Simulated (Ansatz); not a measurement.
MgO (Fm-3m): energy against volume by PBE and RPA

```yaml
crystal:
  lattice:
    - [0.00000, 2.10550, 2.10550]
    - [2.10550, 0.00000, 2.10550]
    - [2.10550, 2.10550, 0.00000]
  atoms:
    - { symbol: Mg, position: [0.00000, 0.00000, 0.00000] }
    - { symbol: O, position: [0.50000, 0.50000, 0.50000] }
```

RPA total energy on PBE orbitals, soft PAW set, first generation (Ansatz); 4×4×4 mesh, wave cutoff 800 eV, correlation extrapolated to infinite response cutoff from cutoffs up to 500 eV, 16 electrons, all correlated, long-wavelength term: neglected.

A Birch-Murnaghan fit gives PBE: V0 = 9.63 Å³ an atom (lattice constants +1.0 % against the given cell), B0 = 149 GPa.

Task: What does RPA on these orbitals give?

Result: RPA: V0 = 9.40 Å³ an atom (lattice constants +0.2 % against the given cell), B0 = 164 GPa. The points for the whole cell, counted from the given cell:

| V/V_given | V (Å³) | PBE (meV) | Hartree-Fock expression on these orbitals (meV) | RPA (meV) |
| --- | --- | --- | --- | --- |
| 0.92 | 17.17 | 118 | 18 | 84 |
| 0.96 | 17.92 | 40 | -10 | 23 |
| 1.00 | 18.67 | 0 | 0 | 0 |
| 1.04 | 19.41 | -8 | 42 | 10 |
| 1.08 | 20.16 | 10 | 110 | 44 |

Soft PAW datasets can recover too little correlation energy, by a few per cent up to a quarter and more. This ran on a trial build of the method. The mesh is coarse, so these are values at the stated settings, not converged ones.
